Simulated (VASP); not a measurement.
Write the native input for VASP 6.6.1 that does the following.

```
Task                   : relaxation of cell and atoms
Functional             : PBE
Dispersion             : D3(BJ)
Potentials or basis    : VASP PAW PBE potentials, release 64 (Li_sv, Cl)
Cutoff                 : 600 eV
k mesh                 : 10 × 10 × 10
Occupations            : gaussian, width 0.03 eV
Spin                   : no spin polarisation
Further INCAR settings : ALGO = Normal; EDIFF = 1e-06; IBRION = 2; EDIFFG = -0.01; NSW = 90; ISIF = 3
```

The structure of LiCl lies in POSCAR:

```
LiCl
1.0
    0.0000000000      2.5647700000      2.5647700000
    2.5647700000      0.0000000000      2.5647700000
    2.5647700000      2.5647700000      0.0000000000
Li Cl
1 1
Direct
    0.0000000000      0.0000000000      0.0000000000
    0.5000000000      0.5000000000      0.5000000000
```

The input as run:

INCAR

```
ALGO = Normal ; EDIFF = 1E-6
EDIFFG = -0.01 ; ENCUT = 600
GGA = PE ; IBRION = 2
ISIF = 3 ; ISMEAR = 0
IVDW = 12 ; LASPH = T
LCHARG = F ; LREAL = F
LWAVE = F ; NELM = 80
NSW = 90 ; PREC = Accurate
SIGMA = 0.03
```

KPOINTS

```
k-points
0
Gamma
  10 10 10
```

Potentials or basis: VASP PAW PBE potentials, release 64 (Li_sv, Cl).

Run with:

```sh
$ cat potpaw_PBE.64/Li_sv/POTCAR potpaw_PBE.64/Cl/POTCAR > POTCAR
$ mpirun -np 1 vasp_std > vasp.out
```

Results of the run:

| Item | Value |
| --- | --- |
| Relaxed volume | 15.91 Å³/atom |
| Relaxed cell | a = 3.557 Å, b = 3.557 Å, c = 3.557 Å, α = 60.00°, β = 60.00°, γ = 60.00° |
| Space group after relaxing (to 0.05 Å) | Fm-3m (No. 225) |
| Energy gained by relaxing | 6.0 meV/atom |
| Ionic steps | 4 |
| Pressure after relaxing | 0.0 GPa |
| Band gap on the k mesh | 6.69 eV, direct |
| Dispersion energy per atom | -0.239 eV |

Caveat: the cutoff is under 1.25 times the usual one of these potentials, so pressure, stress and relaxed cells hold a basis-set (Pulay) error.

Run time: 29 s on 1 thread of Intel(R) Xeon(R) Platinum 8488C (Sapphire Rapids), with other jobs on the host, peak memory 0.18 GiB.
